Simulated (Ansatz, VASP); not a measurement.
**One calculation of MgB2, two programs**

File INCAR:

```
ALGO     = Normal         # electronic algorithm
EDIFF    = 1E-6           # SCF threshold, eV
ENCUT    = 520            # plane-wave cutoff, eV
GGA      = PS             # functional
ISIF     = 2              # what is computed and relaxed
ISMEAR   = 0              # smearing method
LASPH    = True           # aspherical terms in the spheres
LCHARG   = True           # write CHGCAR
LELF     = True           # ELF
LREAL    = False          # projectors in reciprocal space
LVHAR    = True         
LWAVE    = False          # write WAVECAR
NBANDS   = 11             # bands
NELM     = 80             # most SCF steps
PREC     = Accurate       # precision mode
SIGMA    = 0.15           # smearing width, eV
```

KPOINTS

```
k-points
0
Gamma
  18 18 14
```

POSCAR

```
MgB2
1.0
    2.8167556995      0.0000000000      0.0000000000
   -1.4083778498      2.4393819920      0.0000000000
    0.0000000000      0.0000000000      3.7848129301
Mg B
1 2
Direct
    0.0000000000      0.0000000000      0.0000000000
    0.3333333333      0.6666666667      0.5000000000
    0.6666666667      0.3333333333      0.5000000000
```

Input for Ansatz:

```yaml
crystal:
  lattice:
    - [2.8167556995, 0.0, 0.0]
    - [-1.4083778498, 2.439381992, 0.0]
    - [0.0, 0.0, 3.7848129301]
  atoms:
    - { symbol: Mg, position: [0.0, 0.0, 0.0] }
    - { symbol: B, position: [0.3333333333, 0.6666666667, 0.5] }
    - { symbol: B, position: [0.6666666667, 0.3333333333, 0.5] }
basis:
  ecutwfc: 420
kpoints:
  mp_grid: { grid: [18, 18, 14] }
hamiltonian:
  xc: pbesol
scf:
  occupations: { method: gaussian, width: 0.15 }
output:
  forces: true
  stress: true
  eigenvalues: true
```

Change from the starting cell: strain -0.080 along x and y, +0.080 along z, atoms carried along.

Alike in both runs: task single point; functional PBEsol; k mesh 18 × 18 × 14; occupations gaussian, width 0.15 eV; no spin polarisation.

```csv
,VASP,Ansatz
version,VASP 6.6.1,Ansatz 0.2.0
potentials or method,"VASP PAW PBE potentials, release 64 (Mg, B)","scalar-relativistic, plane waves, PAW"
plane-wave cutoff (eV),520,420
valence electrons in the cell,8,16
```

```tsv
	VASP	Ansatz	Ansatz less VASP
gap on the k mesh at the Fermi level (eV)	none	none	-
pressure (GPa)	28.3	28.1	-0.16
largest component of the traceless stress (GPa)	47.04	46.65	-0.392
```

A gap of «none» marks a metal or a gap that the smearing closes. The two sets of potentials don't hold the same shells in valence.

Caveats: so large a pressure means that the cell lies far from this level's equilibrium, or that cutoff or potentials fall short (VASP); the potentials were made for another functional, which shifts forces and pressure (VASP).
